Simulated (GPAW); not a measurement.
PtS2:

```
Pt S
1.0
     3.54320    0.00000    0.00000
    -1.77160    3.06850    0.00000
     0.00000    0.00000    5.03880
Pt S
1 2
Direct
  0.00000 0.00000 0.00000
  0.66667 0.33333 0.77300
  0.33333 0.66667 0.22700
```

Base run:

* Program: GPAW 26.7.0
* Functional: BLYP
* Potentials or basis: PAW data sets generated in the run's folder for this functional
* Cutoff: 600 eV
* Basis: pw
* k mesh: 9 × 9 × 5
* Occupations: fermi-dirac, width 0.05 eV
* Spin: no spin polarisation

Its results: band gap on the k mesh 1.01 eV, indirect (least direct gap 1.09 eV); pressure 18.5 GPa; largest force 1.775 eV/Å.

**Question.** After a change of settings the same cell gave: band gap on the k mesh 0.96 eV, indirect (least direct gap 1.00 eV); pressure 6.3 GPa; largest force 0.815 eV/Å. Which change was it?
A. functional from BLYP to AM05
B. functional from BLYP to PBE; potentials or basis from PAW data sets generated in the run's folder for this functional to GPAW PAW data sets (gpaw-data 1.2.1)
C. functional from BLYP to revPBE; potentials or basis from PAW data sets generated in the run's folder for this functional to the program's PAW data sets (release 1.2.1) made for this functional
D. functional from BLYP to SCAN; potentials or basis from PAW data sets generated in the run's folder for this functional to GPAW PAW data sets (gpaw-data 1.2.1)

**Answer.** A.

AM05 binds more tightly than BLYP, so the same cell stands under less pressure.

Caveats: spin-orbit coupling is left out, which moves the levels of the heavy elements; an odd mesh through Γ misses points on the zone boundary, where band edges often lie; forces of over 1 eV/Å show positions far from the minimum, so gaps and moduli don't describe the material at rest (some runs).
